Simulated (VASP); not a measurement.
Runs of VASP 6.6.1 on PtSe2. The structure is monoclinic, space group C2/m (No. 12). The conventional cell has a = 6.560 Å, b = 4.022 Å, c = 4.626 Å, α = 90.00°, β = 90.04°, γ = 90.00°. Pt (site symmetry 2/m) has 6 Se at 2.45 to 2.71 Å as nearest neighbours. Around Se (site symmetry m) lie 3 Pt at 2.45 to 2.71 Å. The cell was built by a generator and isn't the measured one.

```tsv
level	potentials or basis	spin	U	fixed moment (μB)	gap on the mesh (eV)	pressure (GPa)	moment (μB)	largest force (eV/Å)
LDA+U	VASP PAW LDA potentials, release 64 (Pt, Se)	collinear, ferromagnetic start	Pt d U = 4 eV	-	none	(a)	0.00	1.13
PBEsol+U	VASP PAW PBE potentials, release 64 (Pt, Se)	collinear, ferromagnetic start	Pt d U = 7 eV	-	none	-10.6	0.00	1.00
PBEsol+U	VASP PAW PBE potentials, release 64 (Pt, Se)	collinear, ferromagnetic start	Pt d U = 7 eV	0	-	-10.6	0.00	1.00
PBEsol+U	VASP PAW PBE potentials, release 64 (Pt, Se)	collinear, random start	Pt d U = 7 eV	-	none	-10.6	0.00	1.00
```

Alike in all rows: task single point; cell as given; k mesh 6 × 6 × 4; cutoff (eV) 520; smearing gaussian 0.05 eV.

Q: Estimate the missing entries.

A: (a) -11.1.

Caveats: the PAW data sets were made with another functional, which shifts forces and pressure a little (some runs); forces of over 1 eV/Å show positions far from the minimum, so gaps and moduli don't describe the material at rest (some runs); the total moment is fixed, so each spin has its own Fermi level (some runs).

A k mesh can miss the band edges, and the runs leave out spin-orbit coupling on Pt, Se.

A gap of «none» marks a metal or a gap under the smearing width.
